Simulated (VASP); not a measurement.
A run of VASP 6.6.1 is set up as follows.

Contents of INCAR:

```
SYSTEM = GaSb
PREC = Accurate
ENCUT = 600
EDIFF = 1E-7
ISMEAR = 0
SIGMA = 0.03
LREAL = .False.
LASPH = .True.
NELM = 80
ALGO = Normal
ISIF = 2
LWAVE = .False.
LCHARG = .False.
METAGGA = R2SCAN
LMIXTAU = .True.
IBRION = 2
NSW = 40
EDIFFG = -0.01
```

File KPOINTS:

```
Automatic mesh
0
Gamma
  10 10 10
  0 0 0
```

The input POSCAR:

```
GaSb                                    
1.0
    0.0000000000      3.0044231335      3.0044231335
    3.0044231335      0.0000000000      3.0044231335
    3.0044231335      3.0044231335      0.0000000000
  Ga              Sb            
     1     1
Direct
     0.0000000000000000    0.0000000000000000    0.0000000000000000
     0.2500000000000000    0.2500000000000000    0.2500000000000000
```

Potentials or basis: VASP PAW PBE potentials, release 64 (Ga_d, Sb).

Run with:

```console
$ cat potpaw_PBE.64/Ga_d/POTCAR potpaw_PBE.64/Sb/POTCAR > POTCAR
$ mpirun -np 1 vasp_std > vasp.out
```

(1) What does it give for the band gap on the k mesh?

Results:

(1) 0.81 eV, indirect (least direct gap 0.87 eV).

Caveat: the relaxation stopped at its first step, so nothing moved; spin-orbit coupling is left out, which moves the levels of the heavy elements.
